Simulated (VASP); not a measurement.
## NaI (strained zincblende): one r²SCAN single-point calculation in two programs

```
Na I
1.0
     0.00000    3.58642    3.54319
     3.58642    0.00000    3.54319
     3.58642    3.58642    0.00000
Na I
1 1
Direct
  0.00000 0.00000 0.00000
  0.25000 0.25000 0.25000
```

The two codes use different PAW datasets and cutoffs. VASP's cell holds 14 valence electrons and Ansatz's 26. Ansatz's stress includes a Pulay correction; VASP's doesn't.

Cutoffs: 520 eV in VASP, 500 eV in Ansatz. k meshes: 6×6×6 and 6×6×6.

|  | VASP | Ansatz |
| --- | --- | --- |
| gap between bands v and c | 4.37 eV | 4.37 eV |
| least direct gap | 4.37 eV | 4.37 eV |
| pressure | -0.3 GPa | -0.3 GPa |

Band v is the last that the valence electrons fill when counted band by band, and c is the next. Levels in eV from the top of v, Ansatz:

| point | v−1 | v | c | c+1 |
| --- | --- | --- | --- | --- |
| Γ | -0.01 | 0.00 | 4.37 | 8.53 |
| X | -0.41 | -0.41 | 5.58 | 6.80 |
| K | -0.68 | -0.30 | 6.17 | 7.38 |
| L | -0.15 | -0.12 | 6.04 | 8.10 |
| W | -0.72 | -0.44 | 6.43 | 7.98 |

VASP:

```json
{"point": "Γ", "v−1": "-0.01", "v": "0.00", "c": "4.37", "c+1": "8.51"}
{"point": "X", "v−1": "-0.41", "v": "-0.41", "c": "5.57", "c+1": "6.79"}
{"point": "K", "v−1": "-0.68", "v": "-0.30", "c": "6.16", "c+1": "7.38"}
{"point": "L", "v−1": "-0.15", "v": "-0.12", "c": "6.04", "c+1": "8.09"}
{"point": "W", "v−1": "-0.71", "v": "-0.44", "c": "6.41", "c+1": "7.99"}
```
